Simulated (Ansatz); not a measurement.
# CsI: the cost of one run

Program: Ansatz 0.2.0. Level of theory: DFT PBEsol, scalar-relativistic, plane waves, PAW. These are calculated values, not measurements.

1 further run of the same task is left out (set aside as unsound or not needed).

### Step 1. Starting point

It takes space group Pm-3m (No. 221, cubic). Conventional cell: a = 4.567 Å, b = 4.567 Å, c = 4.567 Å, α = 90.00°, β = 90.00°, γ = 90.00°. Cs (site symmetry m-3m) is surrounded by 8 I at 3.95 Å. I (site symmetry m-3m) is surrounded by 8 Cs at 3.95 Å.

As a file:

```
Cs I
1.0
     4.56670    0.00000    0.00000
     0.00000    4.56670    0.00000
     0.00000    0.00000    4.56670
Cs I
1 1
Direct
  0.00000 0.00000 0.00000
  0.50000 0.50000 0.50000
```

The structure comes from the Crystallography Open Database.

### Step 2. A change within a subgroup

Against the listed cell: strain xx, yy, zz, yz, xz, xy = +3.3, -2.7, +3.3, +0.0, +0.0, +0.0 %.

The input, input.yaml:

```yaml
crystal:
  lattice:
    - [4.717218432, 0.0, 0.0]
    - [0.0, 4.443216432, 0.0]
    - [0.0, 0.0, 4.717218432]
  atoms:
    - { symbol: Cs, position: [0.0, 0.0, 0.0] }
    - { symbol: I, position: [0.5, 0.5, 0.5] }
basis:
  ecutwfc: 420
kpoints:
  mp_grid: { grid: [6, 6, 6] }
hamiltonian:
  xc: pbesol
scf:
  occupations: { method: gaussian, width: 0.02 }
output:
  forces: true
  stress: true
  eigenvalues: true
```

Started as:

```
ansatz run input.yaml --threads 1 --pin off --max-ram 1331MiB --backend cpu --events-out ev --progress --plain --runs-dir out
```

Q: Estimate wall time and peak memory on 1 thread of an x86-64 CPU, shared host.

About 5.4 s, with a peak of 0.4 GiB.
